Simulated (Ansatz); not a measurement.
A relaxation computed with Ansatz, from input to last step.

```yaml
crystal:
  lattice:
    - [1.4573707327, 0.8414133848, 5.1706503553]
    - [-1.4573707327, 0.8414133848, 5.1706503553]
    - [0.0, -1.6828267697, 5.1706503553]
  atoms:
    - { symbol: W, position: [0.0004302334, 0.0004302334, 0.0004302334] }
    - { symbol: S, position: [0.4330361682, 0.4330361682, 0.4330361682] }
    - { symbol: S, position: [0.2352335984, 0.2352335984, 0.2352335984] }
basis:
  ecutwfc: 420
kpoints:
  mp_grid: { grid: [18, 18, 18] }
hamiltonian:
  xc: pbesol
scf:
  occupations: { method: gaussian, width: 0.1 }
output:
  forces: true
  stress: true
  eigenvalues: true
relax:
  adjacent_minimum: "off"
  f_tol: 0.008
  max_steps: 50
  cell: { stress_tol: 0.08, p_target: 60.0 }
```

```bash
ansatz run input.yaml --threads 1 --pin off --max-ram 2560MiB --backend cpu --events-out ev --progress --plain --runs-dir out
```

All numbers below come from DFT PBEsol, scalar-relativistic, plane waves, PAW (Ansatz).

Of 7 frames 6 are shown, positions in Å and forces in eV/Å; the SCF threshold varies from step to step. Steps run on the plane waves of an earlier cell, with a Pulay correction in the pressure. The basis is chosen afresh for the last frame, the zero of the energies, and at times for earlier ones too; energy and pressure can step there, also at an unchanged geometry. Where two frames share a geometry here, they differ by under 2 meV/atom and 0.3 GPa. The relaxation lowers the enthalpy F + PV at the target pressure, so the free energy itself can rise.

```xyz
3
Lattice="1.4574 0.8414 5.1707 -1.4574 0.8414 5.1707 0.0000 -1.6828 5.1707" Properties=species:S:1:pos:R:3:forces:R:3 pbc="T T T" step=1 free_energy_over_end_meV_per_atom=-105.73 pressure_GPa=59.41
W     0.0000    0.0000    0.0067    0.0000    0.0000   -0.0103
S     0.0000    0.0000    6.7172    0.0000    0.0000    1.6594
S     0.0000    0.0000    3.6489    0.0000    0.0000   -1.6491
3
Lattice="1.4293 0.8252 5.1291 -1.4293 0.8252 5.1291 0.0000 -1.6504 5.1291" Properties=species:S:1:pos:R:3:forces:R:3 pbc="T T T" step=2 free_energy_over_end_meV_per_atom=78.45 pressure_GPa=65.19
W     0.0000    0.0000    0.0063    0.0000    0.0000   -0.2164
S     0.0000    0.0000    6.7395    0.0000    0.0000    0.0903
S     0.0000    0.0000    3.5436    0.0000    0.0000    0.1261
3
Lattice="1.4520 0.8383 5.0909 -1.4520 0.8383 5.0909 0.0000 -1.6766 5.0909" Properties=species:S:1:pos:R:3:forces:R:3 pbc="T T T" step=3 free_energy_over_end_meV_per_atom=-35.41 pressure_GPa=55.92
W     0.0000    0.0000    0.0031    0.0000    0.0000   -0.0302
S     0.0000    0.0000    6.6915    0.0000    0.0000   -0.2852
S     0.0000    0.0000    3.5183    0.0000    0.0000    0.3154
3
Lattice="1.4451 0.8343 5.1024 -1.4451 0.8343 5.1024 0.0000 -1.6686 5.1024" Properties=species:S:1:pos:R:3:forces:R:3 pbc="T T T" step=4 free_energy_over_end_meV_per_atom=-3.70 pressure_GPa=59.69
W     0.0000    0.0000    0.0034    0.0000    0.0000   -0.0266
S     0.0000    0.0000    6.7001    0.0000    0.0000    0.0007
S     0.0000    0.0000    3.5323    0.0000    0.0000    0.0259
3
Lattice="1.4448 0.8342 5.1002 -1.4448 0.8342 5.1002 0.0000 -1.6683 5.1002" Properties=species:S:1:pos:R:3:forces:R:3 pbc="T T T" step=5 free_energy_over_end_meV_per_atom=-0.25 pressure_GPa=59.99
W     0.0000    0.0000    0.0032    0.0000    0.0000   -0.0117
S     0.0000    0.0000    6.6976    0.0000    0.0000    0.0046
S     0.0000    0.0000    3.5308    0.0000    0.0000    0.0071
3
Lattice="1.4449 0.8342 5.0998 -1.4449 0.8342 5.0998 0.0000 -1.6684 5.0998" Properties=species:S:1:pos:R:3:forces:R:3 pbc="T T T" step=7 free_energy_over_end_meV_per_atom=0.00 pressure_GPa=60.00
W     0.0000    0.0000    0.0030    0.0000    0.0000   -0.0027
S     0.0000    0.0000    6.6971    0.0000    0.0000    0.0019
S     0.0000    0.0000    3.5305    0.0000    0.0000    0.0009
```

The run took 5.5 min on 1 thread of Arm Neoverse V1, with other jobs on the host, peak memory 0.75 GiB.

Spin–orbit coupling is left out, which can shift energies with elements as heavy as these.